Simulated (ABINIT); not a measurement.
# LiCl (Fm-3m): G0W0 with ABINIT, start to end

Aim: the G0W0 gap of LiCl (Fm-3m) on LDA, step by step.

Program: ABINIT 10.8.3. Level of theory: LDA and many-body steps on it, plane waves. Results are calculated unless marked as measured.

The database entry behind the starting cell differs from later determinations by our own check (0.1 to 0.3 % short, probably kX units), so it need not match the best structure at ambient conditions.

**1. Set-up**

The structure is cubic, space group Fm-3m (No. 225). The conventional cell has a = 5.130 Å, b = 5.130 Å, c = 5.130 Å, α = 90.00°, β = 90.00°, γ = 90.00°. Li has 6 Cl at 2.56 Å nearest. Cl has 6 Li at 2.56 Å nearest. Farther neighbours and most contacts between anions are not listed.

As a file:

```cif
data_structure
_symmetry_space_group_name_H-M 'Fm-3m'
_symmetry_Int_Tables_number 225
_cell_length_a 5.1295
_cell_length_b 5.1295
_cell_length_c 5.1295
_cell_angle_alpha 90.000
_cell_angle_beta 90.000
_cell_angle_gamma 90.000
_cell_volume 134.97
loop_
_atom_site_label
_atom_site_type_symbol
_atom_site_symmetry_multiplicity
_atom_site_Wyckoff_symbol
_atom_site_fract_x
_atom_site_fract_y
_atom_site_fract_z
_atom_site_occupancy
Li1 Li 4 a 0.00000 0.00000 0.00000 1
Cl1 Cl 4 b 0.50000 0.00000 0.00000 1
```

The cell and positions come from the Crystallography Open Database and are kept as given unless a step says otherwise.

**2. Ground state**

This step: ABINIT 10.8.3; DFT, LDA, plane waves, norm-conserving pseudopotentials.

The ground-state density comes first.

run.abi

```
acell 3*1.0 Angstrom
rprim 
  0.000000000000 2.564770000000 2.564770000000
  2.564770000000 0.000000000000 2.564770000000
  2.564770000000 2.564770000000 0.000000000000
ntypat 2
znucl 3 17
natom 2
typat 1 2
xred 
  0.000000000000 0.000000000000 0.000000000000
  0.500000000000 0.500000000000 0.500000000000
pp_dirpath "pseudos"
pseudos "Li.upf, Cl.upf"
ecut 33
ngkpt 8 8 8
nshiftk 1
shiftk 0 0 0
kptopt 1
chksymbreak 0
nband 10
occopt 1
tolvrs 1e-10
nstep 60
prtwf 0
optforces 0
optstress 0
indata_prefix "in"
outdata_prefix "out"
tmpdata_prefix "tmp"
```

The run is started by

```sh
$ OMP_NUM_THREADS=1 mpirun -n 4 abinit run.abi > log
```

Numbers of over 12 decimals in the logs are rounded to 6 here.

The log of the run:

```text
.Version 10.8.3 of ABINIT. v10.8.2 released Aug 2026.

 Symmetries : space group Fm -3 m (#225); Bravais cF (face-center cubic)
================================================================================
 Values of the parameters that define the memory need of the present run
     intxc =       0    ionmov =       0      iscf =       7    lmnmax =       6
     lnmax =       6     mgfft =      36  mpssoang =       3    mqgrid =    3001
     natom =       2  nloc_mem =       1    nspden =       1   nspinor =       1
    nsppol =       1      nsym =      48    n1xccc =    2501    ntypat =       2
    occopt =       1   xclevel =       1
-    mband =          10        mffmem =           1         mkmem =           8
       mpw =        2076          nfft =       46656          nkpt =          29
================================================================================
  Rough estimation (10% accuracy) of disk space for files :
================================================================================

--------------------------------------------------------------------------------
------------- Echo of variables that govern the present computation ------------
--------------------------------------------------------------------------------
 -outvars: echo values of preprocessed input variables --------
            acell      1.8897261259E+00  1.8897261259E+00  1.8897261259E+00 Bohr

      chksymbreak           0
             ecut      3.30000000E+01 Hartree
-          fftalg         312

              ixc       -1012
              kpt      0.00000000E+00  0.00000000E+00  0.00000000E+00
                       1.25000000E-01  0.00000000E+00  0.00000000E+00
                       2.50000000E-01  0.00000000E+00  0.00000000E+00
                       3.75000000E-01  0.00000000E+00  0.00000000E+00
                       5.00000000E-01  0.00000000E+00  0.00000000E+00
                       1.25000000E-01  1.25000000E-01  0.00000000E+00
                       2.50000000E-01  1.25000000E-01  0.00000000E+00
                       3.75000000E-01  1.25000000E-01  0.00000000E+00
                       5.00000000E-01  1.25000000E-01  0.00000000E+00
   [... 18 further rows ...]
                      -3.75000000E-01  5.00000000E-01  1.25000000E-01
                      -2.50000000E-01  5.00000000E-01  2.50000000E-01
         kptrlatt        8    0    0      0    8    0      0    0    8
          kptrlen      5.48342967E+01
P           mkmem           8
            natom           2
            nband          10
            ngfft          36      36      36
             nkpt          29
            nstep          60
             nsym          48
           ntypat           2
              occ      2.000000  2.000000  2.000000  2.000000  2.000000  0.000000
                       0.000000  0.000000  0.000000  0.000000
        optforces           0
        optstress           0
            prtwf           0
            rprim      0.0000000000E+00  2.5647700000E+00  2.5647700000E+00
[...]
spgroup         225

           tolvrs      1.00000000E-10

             xred      0.0000000000E+00  0.0000000000E+00  0.0000000000E+00
[...]
znucl        3.00000   17.00000

================================================================================

 chkinp: Checking input parameters for consistency.

================================================================================
== DATASET  1 ==================================================================
-   mpi_nproc: 4, omp_nthreads: 1 (-1 if OMP is not activated)

--- !DatasetInfo
iteration_state: {dtset: 1, }
dimensions: {natom: 2, nkpt: 29, mband: 10, nsppol: 1, nspinor: 1, nspden: 1, mpw: 2076, }
cutoff_energies: {ecut:  33.0, pawecutdg:  -1.0, }
electrons: {nelect:   1.00000000E+01, charge:   0.00000000E+00, occopt:   1.00000000E+00, tsmear:   1.00000000E-02, }

 Real(R)+Recip(G) space primitive vectors, cartesian coordinates (Bohr,Bohr^-1):
 R(1)=  0.0000000  4.8467129  4.8467129  G(1)= -0.1031627  0.1031627  0.1031627
 R(2)=  4.8467129  0.0000000  4.8467129  G(2)=  0.1031627 -0.1031627  0.1031627
 R(3)=  4.8467129  4.8467129  0.0000000  G(3)=  0.1031627  0.1031627 -0.1031627
 Unit cell volume ucvol=  2.2770464E+02 bohr^3
 Angles (23,13,12)=  6.00000000E+01  6.00000000E+01  6.00000000E+01 degrees

 getcut: wavevector=  0.0000  0.0000  0.0000  ngfft=  36  36  36
         ecut(hartree)=     33.000   => boxcut(ratio)=   2.03104

--- Pseudopotential description ------------------------------------------------
- Li Generated using ONCVPSP code by D. R. Hamann
-  3.00000   3.00000  180309                  znucl, zion, pspdat
12 -1012 1 -1 1944                            pspcod,pspxc,lmax,lloc,mmax
     nproj     2     2     0
  pspatm : epsatm=    2.61415252
         --- l  ekb(1:nproj) -->
[...]
pspatm: atomic psp has been read  and splines computed

- Cl Generated using ONCVPSP code by D. R. Hamann
- 17.00000   7.00000  180309                  znucl, zion, pspdat
12 -1012 2 -1 1016                            pspcod,pspxc,lmax,lloc,mmax
     nproj     2     2     2
  pspatm : epsatm=    8.88507506
         --- l  ekb(1:nproj) -->
[...]
2   -2.920207   -0.831515
 pspatm: atomic psp has been read  and splines computed

   1.14992276E+02                                ecore*ucvol(ha*bohr**3)
--------------------------------------------------------------------------------

_setup2: Arith. and geom. avg. npw (full set) are    2061.986    2061.975

================================================================================

--- !BeginCycle
iteration_state: {dtset: 1, }
solver: {iscf: 7, nstep: 60, nline: 4, wfoptalg: 0, }
tolerances: {tolvrs: 1.00E-10, }

     iter   Etot(hartree)      deltaE(h)  residm     vres2
 ETOT  1  -23.641098536152    -2.364E+01 9.250E-02 1.535E+01
 ETOT  2  -23.652893611482    -1.180E-02 5.402E-03 1.514E+00
 ETOT  3  -23.653220055011    -3.264E-04 5.006E-04 3.349E-02
 ETOT  4  -23.653223012686    -2.958E-06 3.313E-04 7.003E-04
 ETOT  5  -23.653223039321    -2.664E-08 1.223E-04 1.371E-06
 ETOT  6  -23.653223039481    -1.602E-10 1.546E-04 7.959E-08
 ETOT  7  -23.653223039489    -8.200E-12 5.053E-05 4.194E-10
 ETOT  8  -23.653223039489     1.137E-13 6.118E-05 3.813E-12

 At SCF step    8       vres2   =  3.81E-12 < tolvrs=  1.00E-10 =>converged.

--- !ResultsGS
iteration_state: {dtset: 1, }
comment   : Summary of ground state results
lattice_vectors:
- [  0.0000000,   4.8467129,   4.8467129, ]
- [  4.8467129,   0.0000000,   4.8467129, ]
- [  4.8467129,   4.8467129,   0.0000000, ]
lattice_lengths: [   6.85429,    6.85429,    6.85429, ]
lattice_angles: [ 60.000,  60.000,  60.000, ] # degrees, (23, 13, 12)
lattice_volume:   2.2770464E+02
convergence: {deltae:  1.137E-13, res2:  3.813E-12, residm:  6.118E-05, diffor:  0.000E+00, }
etotal    :  -2.36532230E+01
entropy   :   0.00000000E+00
fermie    :   3.01875738E-03
cartesian_stress_tensor: null
pressure_GPa: null
xred      :
- [  0.0000E+00,   0.0000E+00,   0.0000E+00, Li]
- [  5.0000E-01,   5.0000E-01,   5.0000E-01, Cl]
cartesian_forces: null
force_length_stats: {min: null, max: null, mean: null, }

 Integrated electronic density in atomic spheres:
 ------------------------------------------------
 Atom  Sphere_radius  Integrated_density
    1        2.00000          2.18047985
    2        2.00000          5.05706502
================================================================================

 ----iterations are completed or convergence reached----

 Mean square residual over all n,k,spin=   38.223E-08; max=  61.179E-06
 reduced coordinates (array xred) for    2 atoms
       0.000000000000      0.000000000000      0.000000000000
       0.500000000000      0.500000000000      0.500000000000
 rms dE/dt=  0.0000E+00; max dE/dt=  0.0000E+00; dE/dt below (all hartree)
    1       0.000000000000      0.000000000000      0.000000000000
    2       0.000000000000      0.000000000000      0.000000000000

 cartesian coordinates (angstrom) at end:
    1      0.000000     0.000000     0.000000
    2      2.564770     2.564770     2.564770
 length scales=  1.889726125908  1.889726125908  1.889726125908 bohr
              =  1.000000000000  1.000000000000  1.000000000000 angstroms
 prteigrs : about to open file out_EIG
 Fermi (or HOMO) energy (hartree) =   0.00302   Average Vxc (hartree)=  -0.33947
 Eigenvalues (hartree) for nkpt=  29  k points:
 kpt#   1, nband= 10, wtk=  0.00195, kpt=  0.0000  0.0000  0.0000 (reduced coord)
  -1.55651   -0.48741    0.00302    0.00302    0.00302    0.22311    0.42866    0.42866
   0.42866    0.52251
 prteigrs : prtvol=0 or 1, do not print more k-points.

--- !EnergyTerms
iteration_state     : {dtset: 1, }
comment             : Components of total free energy in Hartree
kinetic             :  1.06959156467139E+01
hartree             :  3.74957798508215E+00
xc                  : -6.08154607058945E+00
Ewald energy        : -1.60774317274495E+01
psp_core            :  5.05006299991452E-01
local_psp           : -1.42268650828222E+01
non_local_psp       : -2.21788009041570E+00
total_energy        : -2.36532230394893E+01
total_energy_eV     : -6.43636988089881E+02
band_energy         : -4.31621796700374E+00

== END DATASET(S) ==============================================================
================================================================================

 -outvars: echo values of variables after computation  --------
           etotal     -2.3653223039E+01
            nband          10
             nkpt          29
          spgroup         225
 [... the other variables as echoed above ...]

 Calculation completed.
```

Wall time 5 s (4 MPI ranks of Intel Xeon Platinum 8488C (Sapphire Rapids), shared host); peak memory 0.31 GiB; 19 s of CPU time.

Numbers from this step:

| Item | Value |
| --- | --- |
| total energy | -643.6370 eV |
| gap | 5.989 eV |
| k of the valence top | 0, 0, 0 |
| k of the conduction bottom | 0, 0, 0 |
| least direct gap | 5.989 eV |

The gap is direct, at Γ.

(Part 1 of 3 ends here.)

[Paths, hosts, dates, memory and timing lines, banners, echoed tables and standing remarks are left out of the program output.]

[Logs are printed without paths, hosts, clocks, repeated set-up lines and the standing remarks that a program may print on its own settings, such as how far it seeks lower states.]

[Runs of the session that timed out or met a known fault of the program may be left out.]

[Hosts, paths, dates, database ids (printed as entryN), source tags and the programs' standing remarks are cut or masked in the printed files.]

[G0W0 gaps are taken among the corrected bands and points alone; a level outside them can change the order at an edge.]

[Where Ansatz stands beside ABINIT at settings called matched, ABINIT's density can come from a denser mesh and the files from another edition; pairs whose starting gaps differed by over 0.03 eV were left out, so agreement reads better than it is.]
